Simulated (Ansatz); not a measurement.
# Hf2S (P6_3/mmc) in Ansatz: reference runs

Reference runs on Hf2S: the cell as given and a disturbed copy.

Everything below comes from runs of Ansatz 0.2.0. Logs are shortened: lines on timing, memory, paths and dates and some standing lists are left out, and cuts for length are marked.

## 1. The structure

Symmetry: P6_3/mmc, No. 194, hexagonal system. The conventional cell has a = 3.374 Å, b = 3.374 Å, c = 11.717 Å, α = 90.00°, β = 90.00°, γ = 120.00°. Around Hf (site symmetry 3m) lie 3 S at 2.62 Å. S (site symmetry -6m2) has 6 Hf at 2.62 Å as nearest neighbours.

The cell comes from a database or a generator and needn't be the stable form of this composition.

## 2. Single point, PBEsol

Contents of input.yaml:

```yaml
crystal:
  lattice:
    - [3.3742737662, 0.0, 0.0]
    - [-1.6871368831, 2.9222068008, 0.0]
    - [0.0, 0.0, 11.71740703]
  atoms:
    - { symbol: Hf, position: [0.3333333333, 0.6666666667, 0.10018836] }
    - { symbol: Hf, position: [0.6666666667, 0.3333333333, 0.60018836] }
    - { symbol: Hf, position: [0.3333333333, 0.6666666667, 0.39981164] }
    - { symbol: Hf, position: [0.6666666667, 0.3333333333, 0.89981164] }
    - { symbol: S, position: [0.0, 0.0, 0.25] }
    - { symbol: S, position: [0.0, 0.0, 0.75] }
hamiltonian:
  xc: pbesol
  pseudopotentials: { kind: paw }
kpoints:
  mp_grid: { grid: [9, 9, 3] }
scf:
  occupations: { method: fermi_dirac, width: 0.05 }
output:
  forces: true
  stress: true
  eigenvalues: true
```

Potentials or basis: Ansatz PAW.

Command:

```sh
ansatz run input.yaml --threads 2 --pin off --max-ram 5632MiB --backend cpu --events-out ev --progress --plain --runs-dir out
```

The program printed:

```text
Warning: RAYON_NUM_THREADS=2 ignored (pool sized by the plan → 2); use --threads N
Engine: ansatz 0.2.0, x86_64-unknown-linux-gnu
Pseudopotentials: kind: paw
Pseudopotential: Hf, paw, valence charge 26, recommended cutoff 420 eV (normal), Hf.paw.azcp
Pseudopotential: S, paw, valence charge 6, recommended cutoff 420 eV (normal), S.paw.azcp
Functional definition: PBEsol
  exchange = pbesol_x
  correlation = pbesol_c
Crystal: 6 atoms, lattice volume = 115.537 Å³
Basis set: ecut = 420 eV, 2271 PW (Γ), exchange–correlation on 48×48×160 points (8 copies of the dense FFT grid, shifted against one another)
Bands: 70, of which v1, the nominal top of the filled ones, is band 58 counted from 1 (57 counted from 0)
Symmetry: 24 space group operations
Space group: P63/mmc (ITA 194), of the structure as read, at distance tolerance 4.9e-5 Å
k-points: 24 of 243
Non-local potential: Hf, projectors of the file, l = 0: 3, l = 1: 2, l = 2: 2, l = 3: 3
Non-local potential: S, projectors of the file, l = 0: 2, l = 1: 2, l = 2: 2
PAW form: soft (Blöchl's): semilocal exchange-correlation on the pseudo side does not see the compensation charge
PAW frozen core: Hf, regenerated for the run's functional, and the local potential with it (the file was generated under x = pbe(κ = 0.804, μ = 0.2195149727645171), c = pbe(β = 0.06672455060314922))
PAW frozen core: S, regenerated for the run's functional, and the local potential with it (the file was generated under x = pbe(κ = 0.804, μ = 0.2195149727645171), c = pbe(β = 0.06672455060314922))
PAW one-centre angular grid: Hf, 590 points (default); XC on 64 Gauss nodes
PAW one-centre angular grid: S, 110 points (default); XC on 64 Gauss nodes
Initial density: superposition of atomic densities (neutral atoms: chi_scale 0, normalization atom), corrected by the library's trained network
Initial wavefunctions: pseudopotential atomic-orbital guess
Functional: x = pbesol(κ = 0.804, μ = 0.12345679012345678), c = pbesol(β = 0.046)
SCF iter   1: F=—  HF=-64168.524323 eV  |F-HF|=—  |Δ(HF+E_count)|=         —  Δρ=4.99e-3  dr2=5.22e-2  ethr=1.77e-3  ⟨swp⟩=5.8  Hψ=5530  notcnv=0  defer=5
preconditioner: auto → Kerker (q_TF=auto, 2.730 Å⁻¹)  [metal: Δε(μ)=0.026 eV  Ē_g=17.043 eV  σ=0.050 eV  W_gap=0.13  n_scr=52 (ndim 8)  ℏωp=35.9 eV  f_vac=0.000  D(μ)=2.93/eV (n_scr^D=6)]
SCF iter   2: F=—  HF=-64168.520903 eV  |F-HF|=—  |Δ(HF+E_count)|=   3.42e-3  Δρ=3.16e-3  dr2=2.43e-2  ethr=4.50e-5  ⟨swp⟩=1.5  Hψ=1960  notcnv=0  defer=30
SCF iter   3: F=—  HF=-64168.516569 eV  |F-HF|=—  |Δ(HF+E_count)|=   4.33e-3  Δρ=6.93e-4  dr2=1.37e-3  ethr=2.10e-5  ⟨swp⟩=2.0  Hψ=2563  notcnv=0  defer=30
SCF iter   4: F=—  HF=-64168.516291 eV  |F-HF|=—  |Δ(HF+E_count)|=   2.78e-4  Δρ=4.19e-4  dr2=4.04e-4  ethr=1.18e-6  ⟨swp⟩=2.0  Hψ=2567  notcnv=0  defer=30
SCF iter   5: F=—  HF=-64168.516108 eV  |F-HF|=—  |Δ(HF+E_count)|=   1.83e-4  Δρ=1.95e-4  dr2=4.26e-5  ethr=3.48e-7  ⟨swp⟩=2.0  Hψ=2633  notcnv=0  defer=30
SCF iter   6: F=—  HF=-64168.516153 eV  |F-HF|=—  |Δ(HF+E_count)|=   4.52e-5  Δρ=5.91e-5  dr2=6.83e-6  ethr=3.67e-8  ⟨swp⟩=2.0  Hψ=1716  notcnv=0  defer=30
SCF iter   7: F=—  HF=-64168.516152 eV  |F-HF|=—  |Δ(HF+E_count)|=   6.72e-7  Δρ=1.25e-5  dr2=2.59e-7  ethr=5.88e-9  ⟨swp⟩=2.0  Hψ=2621  notcnv=0  defer=30
SCF iter   8: F=-64168.516152 eV  HF=-64168.516152 eV  |F-HF|=6.94e-9  |Δ(HF+E_count)|=   1.14e-8  Δρ=2.68e-6  dr2=1.25e-8  ethr=8.62e-11  ⟨swp⟩=8.9  Hψ=7031  notcnv=0
SCF 1 converged in 8 iterations: F = -64168.516152 eV  dr2 = 1.25e-8
SCF converged after 8 iterations
Free energy (F): -64168.516152 eV
Harris-Foulkes:  -64168.516152 eV  (|F-HF|=6.94e-9)
Internal energy: -64168.492084 eV  (E = F + TS)
E sigma→0 (E₀):  -64168.504118 eV
Entropy (-TS):   -0.024069 eV (-4.011 meV/atom)
Fermi energy:    18.374729 eV
--- Per-component energies (eV) ---
  E_band       = 64.737826
  E_kinetic    = 1911.832563
  E_local      = -22284.500525  (includes V_loc(G=0)·N_el)
  E_nonlocal   = -4898.866509
  E_hartree    = 10452.956303
  E_xc         = -1385.186701
  E_vxc        = -1241.598446  (∫ρ·V_xc dr)
  E_paw        = -28395.635088  (= ΣΔE_a)
  E_vpaw       = 5671.965913  (= ΣTr[D̂ρ^β])
  E_aug_tail   = -0.000002  (compensation charges beyond the density's cutoff)
  E_ewald      = -19574.220391
  E_core_change = 5.128265  (= ΣΔE_core)
  E_smearing   = -0.024069  (= −TS)
  E_closure    = 0.000000  (closes the sum)
  Σ components = -64168.516152   (vs F -64168.516152, Δ=0.00e0)
--- Forces (eV/Å), atoms counted from 1 ---
  atom   1  Hf     0.00000000     0.00000000     0.15215099
  atom   2  Hf    -0.00000000    -0.00000000     0.15215099
  atom   3  Hf     0.00000000     0.00000000    -0.15215099
  atom   4  Hf     0.00000000    -0.00000000    -0.15215099
  atom   5  S     -0.00000000    -0.00000000     0.00000000
  atom   6  S     -0.00000000     0.00000000     0.00000000
  max |Σ_I F_I| component: 6.94e-17 eV/Å
--- Stress (GPa, compression-positive) ---
       -3.122095       0.000000       0.000000
        0.000000      -3.122095      -0.000000
        0.000000      -0.000000      -2.197708
  P = ⅓ Tr σ = -2.8140 GPa (-28.140 kbar)
--- Band table (eV; the first three rows and the last of 24) ---
  k-point 0: bands = ["-43.8613", "-43.8583", "-43.8134", "-43.8104", "-12.9092", "-12.7921", "-12.4489", "-12.3793", "-12.3793", "-12.3700", "-12.3700", "-12.3204", "-12.2765", "-12.2765", "-12.2670", "-12.2670", "2.9336", "3.0563", "6.1628", "6.1643", "6.1643", "6.1744", "6.1761", "6.1761", "6.1764", "6.1764", "6.1819", "6.1819", "6.1873", "6.1891", "6.2002", "6.2057", "6.2085", "6.2097", "6.2097", "6.2104", "6.2104", "6.2126", "6.2161", "6.2161", "6.2232", "6.2232", "6.2474", "6.2475", "6.2513", "6.2514", "10.4326", "11.3796", "13.7475", "14.8873", "14.8873", "15.0826", "15.0826", "15.2720", "16.7792", "18.1896", "18.2896", "18.7443", "18.7443", "18.8394", "18.8394", "19.1048", "19.1048", "20.1927", "20.1927", "20.9030", "21.1162", "21.1162", "21.4368", "21.5149"]
  k-point 1: bands = ["-43.8605", "-43.8591", "-43.8126", "-43.8111", "-12.8852", "-12.8282", "-12.4100", "-12.3771", "-12.3771", "-12.3725", "-12.3725", "-12.3473", "-12.2740", "-12.2740", "-12.2692", "-12.2692", "2.9636", "3.0249", "6.1647", "6.1666", "6.1666", "6.1701", "6.1719", "6.1719", "6.1783", "6.1783", "6.1806", "6.1806", "6.1888", "6.1909", "6.1987", "6.2026", "6.2115", "6.2116", "6.2116", "6.2123", "6.2123", "6.2133", "6.2161", "6.2161", "6.2207", "6.2207", "6.2474", "6.2474", "6.2513", "6.2513", "10.6201", "11.0751", "14.1750", "14.9150", "14.9333", "14.9333", "15.0307", "15.0307", "16.9542", "17.4561", "18.6671", "18.6671", "18.7409", "18.7409", "19.2121", "19.5242", "19.5242", "20.2106", "20.2286", "20.2286", "20.7097", "20.7097", "21.1721", "21.1721"]
  k-point 2: bands = ["-43.8579", "-43.8550", "-43.8126", "-43.8096", "-12.8919", "-12.7792", "-12.5041", "-12.4410", "-12.3933", "-12.3838", "-12.3699", "-12.3173", "-12.3077", "-12.2927", "-12.2823", "-12.2726", "3.0566", "3.1557", "6.1648", "6.1651", "6.1666", "6.1752", "6.1764", "6.1768", "6.1773", "6.1798", "6.1807", "6.1846", "6.1905", "6.1932", "6.2040", "6.2040", "6.2077", "6.2078", "6.2086", "6.2107", "6.2121", "6.2145", "6.2153", "6.2194", "6.2202", "6.2226", "6.2434", "6.2436", "6.2467", "6.2469", "10.6981", "11.5465", "13.6288", "14.3219", "14.7335", "14.7859", "14.9864", "15.5321", "16.4438", "17.5364", "18.4521", "18.5531", "18.7418", "18.9218", "19.0753", "19.1326", "19.5618", "20.1923", "20.5826", "20.6947", "20.9583", "21.1572", "21.1787", "21.3367"]
  k-point 23: bands = ["-43.8175", "-43.8175", "-43.8147", "-43.8147", "-12.7403", "-12.7403", "-12.6983", "-12.6983", "-12.6821", "-12.6712", "-12.4866", "-12.4752", "-12.4115", "-12.4115", "-12.3631", "-12.3631", "4.2156", "4.2216", "6.1755", "6.1755", "6.1773", "6.1856", "6.1869", "6.1869", "6.1877", "6.1927", "6.1929", "6.1929", "6.1960", "6.1960", "6.2001", "6.2024", "6.2027", "6.2027", "6.2070", "6.2070", "6.2140", "6.2140", "6.2189", "6.2189", "6.2360", "6.2360", "6.2364", "6.2364", "6.2522", "6.2730", "11.8457", "11.8457", "12.0376", "12.0376", "12.7234", "12.7794", "16.5526", "16.6638", "17.0771", "17.0771", "17.5115", "17.5115", "18.4668", "18.4668", "20.3482", "20.6580", "21.1581", "21.1581", "21.5665", "21.5665", "21.9843", "22.4374", "22.4374", "22.6082"]
```

It took 5 s on 2 threads of AMD EPYC 7R13 (Zen 3), shared host; peak memory 0.52 GiB.

Results:

* Free energy: -64168.5162 eV
* Pressure: -2.8 GPa
* Largest force: 0.152 eV/Å
* Band gap on the k mesh: none (metal or under the smearing width)

Forces on the atoms (eV/Å):
```
Hf   0.000  0.000  0.152
Hf   0.000  0.000  0.152
Hf   0.000  0.000 -0.152
Hf   0.000  0.000 -0.152
S    0.000  0.000  0.000
S    0.000  0.000  0.000
```

Levels at points of the mesh, in eV from the Fermi level:
```csv
k point,band 56,band 57,band 58,band 59,band 60,band 61
"(0.00, 0.00, 0.00)",-0.19,-0.09,0.37,0.37,0.46,0.46
```

Caveat: the PAW data sets come from PBE, with cores solved anew for the run's functional, which leaves a small shift of forces and pressure. The run has no spin-orbit coupling, so splittings on Hf are missing.

## 3. Single point, PBEsol (atoms moved at random, drawn with an rms of 0.05 Å)

Contents of input.yaml:

```yaml
crystal:
  lattice:
    - [3.3742737662, 0.0, 0.0]
    - [-1.6871368831, 2.9222068008, 0.0]
    - [0.0, 0.0, 11.71740703]
  atoms:
    - { symbol: Hf, position: [0.341333, 0.659756, 0.100358] }
    - { symbol: Hf, position: [0.669353, 0.342971, 0.602207] }
    - { symbol: Hf, position: [0.326408, 0.669037, 0.394618] }
    - { symbol: Hf, position: [0.653475, 0.33976, 0.902422] }
    - { symbol: S, position: [-0.016432, -0.003838, 0.248226] }
    - { symbol: S, position: [-0.00652, -0.017496, 0.751788] }
hamiltonian:
  xc: pbesol
  pseudopotentials: { kind: paw }
kpoints:
  mp_grid: { grid: [9, 9, 3] }
scf:
  occupations: { method: fermi_dirac, width: 0.05 }
output:
  forces: true
  stress: true
  eigenvalues: true
  write_density: true
  write_potential: true
  elf: true
  volumetric_format: npy
```

Potentials or basis: Ansatz PAW.

Command:

```sh
ansatz run input.yaml --threads 2 --pin off --max-ram 5632MiB --backend cpu --events-out ev --progress --plain --runs-dir out
```

It took 54 s on 2 threads of AMD EPYC 7R13 (Zen 3), shared host; peak memory 0.93 GiB.

The run converged. Its results:

```
Free energy            : -64168.4404 eV
Pressure               : -2.6 GPa
Largest force          : 0.698 eV/Å
Band gap on the k mesh : none (metal or under the smearing width)
```

Forces on the atoms (eV/Å):
```
Hf  -0.523  0.082  0.214
Hf  -0.034 -0.324 -0.248
Hf  -0.007 -0.078  0.526
Hf   0.376 -0.321 -0.492
S    0.392  0.097  0.006
S   -0.204  0.544 -0.005
```

Stress tensor (GPa, compression positive):
```
-3.01  0.32  0.19
 0.32 -2.59  0.14
 0.19  0.14 -2.07
```

Levels at points of the mesh, in eV from the Fermi level:
| k point | band 56 | band 57 | band 58 | band 59 | band 60 | band 61 |
| --- | --- | --- | --- | --- | --- | --- |
| (0.00, 0.00, 0.00) | -0.19 | -0.10 | 0.40 | 0.48 | 0.51 | 0.54 |

Caveat: the PAW data sets come from PBE, with cores solved anew for the run's functional, which leaves a small shift of forces and pressure. Spin-orbit coupling is left out, which matters for the levels of Hf.
